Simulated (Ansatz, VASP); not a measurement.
# TePb in VASP and in Ansatz

File INCAR:

```
PREC = Accurate
ENCUT = 520
EDIFF = 1E-7
ISMEAR = -1
SIGMA = 0.05
LREAL = F
LASPH = T
NELM = 100
ALGO = Normal
ISIF = 2
LWAVE = F
LCHARG = F
GGA = PS
NBANDS = 17
```

The input KPOINTS:

```
regular mesh
0
Gamma
  7 7 7
```

The input POSCAR:

```
TePb
1.0
    0.0000000000      3.2523979746      3.2523979746
    3.2523979746      0.0000000000      3.2523979746
    3.2523979746      3.2523979746      0.0000000000
Pb Te
1 1
Direct
    0.0000000000      0.0000000000      0.0000000000
    0.5000000000      0.5000000000      0.5000000000
```

input.yaml

```yaml
crystal:
  lattice:
    - [0.0, 3.2523979746, 3.2523979746]
    - [3.2523979746, 0.0, 3.2523979746]
    - [3.2523979746, 3.2523979746, 0.0]
  atoms:
    - { symbol: Pb, position: [0.0, 0.0, 0.0] }
    - { symbol: Te, position: [0.5, 0.5, 0.5] }
hamiltonian:
  xc: pbesol
  pseudopotentials: { kind: paw }
kpoints:
  mp_grid: { grid: [7, 7, 7] }
scf:
  occupations: { method: fermi_dirac, width: 0.05 }
output:
  forces: true
  stress: true
  eigenvalues: true
  write_density: true
  write_potential: true
  elf: true
  volumetric_format: npy
```

Alike in both runs: task single point; functional PBEsol; k mesh 7 × 7 × 7; occupations fermi-dirac, width 0.05 eV; no spin polarisation.

```csv
,VASP,Ansatz
version,VASP 6.6.1,Ansatz 0.2.0
potentials or method,"VASP PAW PBE potentials, release 64 (Pb_d, Te)",Ansatz PAW
plane-wave cutoff (eV),520,420
valence electrons in the cell,20,30
```

```tsv
	VASP	Ansatz	Ansatz less VASP
gap on the k mesh at the Fermi level (eV)	0.98	0.98	-0.002
least direct gap on the mesh (eV)	0.98	0.98	-0.002
pressure (GPa)	-1.2	-1.2	+0.02
```

The two sets of potentials don't hold the same shells in valence.

Caveats: the PAW data sets were made with another functional, which shifts forces and pressure a little (VASP); the PAW data sets come from PBE, with cores solved anew for the run's functional, which leaves a small shift of forces and pressure (Ansatz). Spin-orbit coupling is left out, which matters for the levels of Pb, Te.
